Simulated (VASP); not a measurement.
H: single point with LDA

Crystal: H.

```xyz
2
Lattice="-1.6915 1.6915 2.0585 1.6915 -1.6915 2.0585 1.6915 1.6915 -2.0585" Properties=species:S:1:pos:R:3 pbc="T T T"
H     0.0000    0.0000    0.3711
H     0.0000    0.0000    3.7459
```

| Quantity | Value |
| --- | --- |
| Program | VASP 6.6.1 |
| Task | single point |
| Functional | LDA |
| Potentials or basis | VASP PAW LDA potentials, release 54 (H) |
| Cutoff | 520 eV |
| k mesh | 11 × 11 × 11 |
| Occupations | gaussian, width 0.02 eV |
| Spin | no spin polarisation |
| Further INCAR settings | ALGO = Fast; EDIFF = 1e-06; NBANDS = 8 |

- Pressure: 0.7 GPa
- Largest force: 0.969 eV/Å
- Band gap on the k mesh: 8.42 eV, indirect (least direct gap 9.27 eV)

Forces on the atoms (eV/Å):
```
H    0.000  0.000  0.969
H    0.000  0.000 -0.969
```

Stress tensor (GPa, compression positive):
```
-0.90  0.00  0.00
 0.00 -0.90  0.00
 0.00  0.00  4.02
```

Levels at points of the mesh, in eV from the valence-band top:
```
           k point  band 1  band 2  band 3  band 4  band 5
(0.00, 0.00, 0.00)   -2.55   13.10   16.97   23.12   23.12
```

Wall time 5 s on 1 thread of Intel(R) Xeon(R) 6975P-C (Granite Rapids) (shared host), peak memory 0.13 GiB.

Caveat: an odd mesh through Γ misses points on the zone boundary, where band edges often lie. A hybrid or GW would open this gap; LDA tends to underestimate it.
